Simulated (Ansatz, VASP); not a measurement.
**Two plane-wave programs on MgO**

Contents of INCAR:

```
PREC     = Accurate       # precision mode
ENCUT    = 520            # plane-wave cutoff, eV
EDIFF    = 1E-7           # SCF threshold, eV
ISMEAR   = 0              # smearing method
SIGMA    = 0.05           # smearing width, eV
LREAL    = F              # projectors in reciprocal space
LASPH    = T              # aspherical terms in the spheres
NELM     = 60             # most SCF steps
ALGO     = Normal         # electronic algorithm
ISIF     = 2              # what is computed and relaxed
LWAVE    = F              # write WAVECAR
LCHARG   = T              # write CHGCAR
GGA      = PE             # functional
LELF     = T              # ELF
LVHAR    = T            
NBANDS   = 16             # bands
```

Contents of KPOINTS:

```
regular mesh
0
Gamma
  18 18 10
```

File POSCAR:

```
MgO
1.0
    3.4863778600      0.0000000000      0.0000000000
   -1.7431889300      3.0192918000      0.0000000000
    0.0000000000      0.0000000000      4.1780412200
Mg O
2 2
Direct
    0.6666666700      0.3333333300      0.7500000000
    0.3333333300      0.6666666700      0.2500000000
    0.6666666700      0.3333333300      0.2500000000
    0.3333333300      0.6666666700      0.7500000000
```

Input for Ansatz:

```yaml
crystal:
  lattice:
    - [3.48637786, 0.0, 0.0]
    - [-1.74318893, 3.0192918, 0.0]
    - [0.0, 0.0, 4.17804122]
  atoms:
    - { symbol: Mg, position: [0.66666667, 0.33333333, 0.75] }
    - { symbol: Mg, position: [0.33333333, 0.66666667, 0.25] }
    - { symbol: O, position: [0.66666667, 0.33333333, 0.25] }
    - { symbol: O, position: [0.33333333, 0.66666667, 0.75] }
basis:
  ecutwfc: 420
kpoints:
  mp_grid: { grid: [18, 18, 10] }
hamiltonian:
  xc: pbe
scf:
  occupations: { method: gaussian, width: 0.05 }
output:
  forces: true
  eigenvalues: true
  eigenstates:
    nscf_kmesh: { grid: [30, 30, 22] }
    top_band: c6
    de_dk: true
    localisation: true
  stress: true
checkpoint:
  write: ck
  compress: false
  write_wavefunctions: false
  write_every: 100000
```

Measurements of this composition are mostly on another form, of space group No. 225.

Alike in both runs: task single point; functional PBE; k mesh 18 × 18 × 10; occupations gaussian, width 0.05 eV; no spin polarisation.

```csv
,VASP,Ansatz
version,VASP 6.6.1,Ansatz 0.2.0
potentials or method,"VASP PAW PBE potentials, release 64 (Mg, O)","scalar-relativistic, plane waves, PAW"
plane-wave cutoff (eV),520,420
valence electrons in the cell,16,32
```

|  | VASP | Ansatz | Ansatz less VASP |
| --- | --- | --- | --- |
| gap on the k mesh at the Fermi level (eV) | 3.44 | 3.46 | +0.017 |
| pressure (GPa) | 4.0 | 4.5 | +0.49 |
| largest component of the traceless stress (GPa) | 0.62 | 0.72 | +0.102 |

With one functional, cell and mesh, what is left measures potentials, basis and numerics. The two sets of potentials don't hold the same shells in valence.

A k mesh can miss the band edges. A hybrid or GW would open this gap; PBE tends to underestimate it.
